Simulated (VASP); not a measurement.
# Mg₃Te: intraband terms of a metal's spectrum

Mg₃Te, I4/mmm (no. 139), 4 atoms in the cell. PBE, independent-particle dielectric function; PAW potentials Te, Mg (PBE set).

## Input

INCAR.step1:
```
PREC = Accurate ; ENCUT = 230
ISMEAR = 1 ; SIGMA = 0.1
EDIFF = 1E-7 ; LASPH = True
KPAR = 4 ; LWAVE = False
LCHARG = True ; LMAXMIX = 4
```

INCAR.step2:
```
PREC = Accurate ; ENCUT = 230
ISMEAR = 0 ; SIGMA = 0.3
EDIFF = 1E-6 ; LASPH = True
KPAR = 4 ; LWAVE = True
LCHARG = False ; LMAXMIX = 4
ICHARG = 11 ; NBANDS = 32
NEDOS = 3000 ; OMEGAMAX = 30
CSHIFT = 0.1
```

INCAR.step3, as INCAR.step2 but for:
```
- LWAVE = True
+ LWAVE = False
+ LOPTICS = True
+ ALGO = None
+ NELM = 1
+ ISTART = 1
```

INCAR.step4, as INCAR.step3 but for:
```
+ WPLASMAI = 0.03
```

INCAR.step5 to INCAR.step6 change the same tag again: WPLASMAI = 0.1, 0.3.

INCAR.step7, as INCAR.step6 but for:
```
- WPLASMAI = 0.3
+ RTIME = 20
```

INCAR.step8, as INCAR.step7 but for:
```
- RTIME = 20
+ RTIME = 5
```

INCAR.step9, as INCAR.step8 but for:
```
- RTIME = 5
+ LNABLA = True
```

INCAR.step10, as INCAR.step9 but for:
```
- ISMEAR = 0
- LNABLA = True
+ ISMEAR = -5
```

KPOINTS.step1:
```
k-points
0
Gamma
  9 9 9
```

KPOINTS.step2:
```
k-points
0
Gamma
  7 7 7
```

POSCAR:
```
Mg3Te
1.0
   -2.1393600000      2.1393600000      5.2824880000
    2.1393600000     -2.1393600000      5.2824880000
    2.1393600000      2.1393600000     -5.2824880000
Te Mg
1 3
Direct
    0.0000000000      0.0000000000      0.0000000000
    0.2500000000      0.7500000000      0.5000000000
    0.7500000000      0.2500000000      0.5000000000
    0.5000000000      0.5000000000      0.0000000000
```

Commands (each step's output is kept before the next begins):
```
cat potpaw_PBE.64/Te/POTCAR potpaw_PBE.64/Mg/POTCAR > POTCAR
cp INCAR.step1 INCAR
cp KPOINTS.step1 KPOINTS
mpirun -np 4 vasp_std > vasp.out
cp INCAR.step2 INCAR
cp KPOINTS.step2 KPOINTS
mpirun -np 4 vasp_std > vasp.out
cp INCAR.step3 INCAR
mpirun -np 4 vasp_std > vasp.out
cp INCAR.step4 INCAR
mpirun -np 4 vasp_std > vasp.out
cp INCAR.step5 INCAR
mpirun -np 4 vasp_std > vasp.out
cp INCAR.step6 INCAR
mpirun -np 4 vasp_std > vasp.out
cp INCAR.step7 INCAR
mpirun -np 4 vasp_std > vasp.out
cp INCAR.step8 INCAR
mpirun -np 4 vasp_std > vasp.out
cp INCAR.step9 INCAR
mpirun -np 4 vasp_std > vasp.out
cp INCAR.step10 INCAR
mpirun -np 4 vasp_std > vasp.out
```

## Result

- Bands: 32

One ground state, settings moved in the last step alone:

| Settings | Plasma frequency (eV) | Im ε at 0.5 eV | Im ε at 1 eV | Im ε at 2 eV | Im ε at 4 eV | Time (s) |
|---|---|---|---|---|---|---|
| interband part alone | 5.36 | 36.7 | 31.3 | 16.2 | 7.7 | 6 |
| Drude term, WPLASMAI 0.03 | 5.36 | 43.6 | 32.2 | 16.3 | 7.7 | 7 |
| Drude term, WPLASMAI 0.1 | 5.36 | 58.9 | 34.1 | 16.5 | 7.8 | 6 |
| Drude term, WPLASMAI 0.3 | 5.36 | 87.5 | 39.2 | 17.2 | 7.9 | 6 |
| relaxation time RTIME 20 fs | 5.36 | 44.3 | 32.2 | 16.3 | 7.7 | 6 |
| relaxation time RTIME 5 fs | 5.36 | 65.1 | 35.0 | 16.7 | 7.8 | 6 |
| transversal form (LNABLA) | 5.38 | 37.0 | 31.5 | 16.3 | 7.9 | 6 |
| tetrahedron method | – | – | – | – | – | no result |

Limits: Spin-orbit coupling is left out, which can matter with atoms this heavy.

VASP 6.6.1 took 74 s on 4 cores (Intel Xeon Platinum 8488C (Sapphire Rapids)), a shared host.
